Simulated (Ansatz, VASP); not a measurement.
## TiO2 (Anatase) in VASP and in Ansatz

The input INCAR:

```
  PREC = Accurate
  ENCUT = 520
  EDIFF = 1E-6
  ISMEAR = 0
  SIGMA = 0.011
  LREAL = False
  LASPH = True
  NELM = 60
  ALGO = Fast
  ISIF = 2
  LWAVE = False
  LCHARG = False
  GGA = PE
  NBANDS = 33
```

Contents of KPOINTS:

```
Automatic mesh
0
Gamma
  10 10 10
```

Contents of POSCAR:

```
TiO2
1.0
   -1.8921000000      1.8921000000      4.7573000000
    1.8921000000     -1.8921000000      4.7573000000
    1.8921000000      1.8921000000     -4.7573000000
Ti O
2 4
Direct
    0.7500000000      0.2500000000      0.5000000000
    0.0000000000      0.0000000000      0.0000000000
    0.7919000000      0.7919000000      0.0000000000
    0.5419000000      0.0419000000      0.5000000000
    0.9581000000      0.4581000000      0.5000000000
    0.2081000000      0.2081000000      0.0000000000
```

input.yaml

```yaml
crystal:
  lattice:
    - [-1.8921, 1.8921, 4.7573]
    - [1.8921, -1.8921, 4.7573]
    - [1.8921, 1.8921, -4.7573]
  atoms:
    - { symbol: Ti, position: [0.75, 0.25, 0.5] }
    - { symbol: Ti, position: [0.0, 0.0, 0.0] }
    - { symbol: O, position: [0.7919, 0.7919, 0.0] }
    - { symbol: O, position: [0.5419, 0.0419, 0.5] }
    - { symbol: O, position: [0.9581, 0.4581, 0.5] }
    - { symbol: O, position: [0.2081, 0.2081, 0.0] }
hamiltonian:
  xc: pbe
  pseudopotentials: { kind: paw }
kpoints:
  mp_grid: { grid: [10, 10, 10] }
scf:
  occupations: { method: gaussian, width: 0.011 }
output:
  forces: true
  stress: true
  eigenvalues: true
  write_density: true
  write_potential: true
  elf: true
  volumetric_format: npy
```

Alike in both runs: task single point; functional PBE; k mesh 10 × 10 × 10; occupations gaussian, width 0.011 eV; no spin polarisation.

|  | VASP | Ansatz |
| --- | --- | --- |
| version | VASP 6.6.1 | Ansatz 0.2.0 |
| potentials or method | VASP PAW PBE potentials, release 64 (Ti_sv, O) | Ansatz PAW |
| plane-wave cutoff (eV) | 520 | 420 |
| valence electrons in the cell | 48 | 48 |

VASP gave:

```
gap on the k mesh at the Fermi level (eV)       : 2.11
least direct gap on the mesh (eV)               : 2.44
pressure (GPa)                                  : 5.9
largest component of the traceless stress (GPa) : 0.92
rms of the force components (eV/Å)              : 0.059
```

Question: Which values does Ansatz return?

Answer: gap on the k mesh at the Fermi level (eV): 2.14; least direct gap on the mesh (eV): 2.46; pressure (GPa): 5.2; largest component of the traceless stress (GPa): 0.86; rms of the force components (eV/Å): 0.048.

Atom by atom the forces differ by 0.011 eV/Å (rms over components). The functional is the same, so the differences come from potentials, cutoffs and numerics.

Caveats: the pressure holds a Pulay correction of +0.7 GPa for the finite cutoff (Ansatz). A k mesh can miss the band edges. Expect the measured gap to be larger: semilocal functionals such as PBE lack the derivative discontinuity.
